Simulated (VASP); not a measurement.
Input of a VASP 6.6.1 run:

The input INCAR:

```
SYSTEM = BeSe
PREC = Accurate
ENCUT = 520
EDIFF = 1E-6
ISMEAR = 0
SIGMA = 0.01
LREAL = .False.
LASPH = .True.
NELM = 100
ALGO = Normal
ISIF = 2
LWAVE = .False.
LCHARG = .True.
GGA = PS
LELF = .True.
LVHAR = .True.
NBANDS = 11
```

KPOINTS

```
Automatic mesh
0
Gamma
  5 5 5
  0 0 0
```

Contents of POSCAR:

```
BeSe
1.0
    0.0000000000      2.5810355899      2.5810355899
    2.5810355899      0.0000000000      2.5810355899
    2.5810355899      2.5810355899      0.0000000000
Be Se
1 1
Direct
    0.0000000000      0.0000000000      0.0000000000
    0.2500000000      0.2500000000      0.2500000000
```

Potentials or basis: VASP PAW PBE potentials, release 64 (Be, Se).

Launch:

```sh
$ cat potpaw_PBE.64/Be/POTCAR potpaw_PBE.64/Se/POTCAR > POTCAR
$ mpirun -np 1 vasp_std > vasp.out
```

Question: What does it give for the band gap on the k mesh?

Answer: 2.74 eV, indirect (least direct gap 4.15 eV).

Question: Estimate the pressure.

Answer: -1.1 GPa.

Caveat: the k mesh is coarse (spacing up to 0.42 Å⁻¹), so the values aren't converged; the PAW data sets were made with another functional, which shifts forces and pressure a little; an odd mesh through Γ misses points on the zone boundary, where band edges often lie.
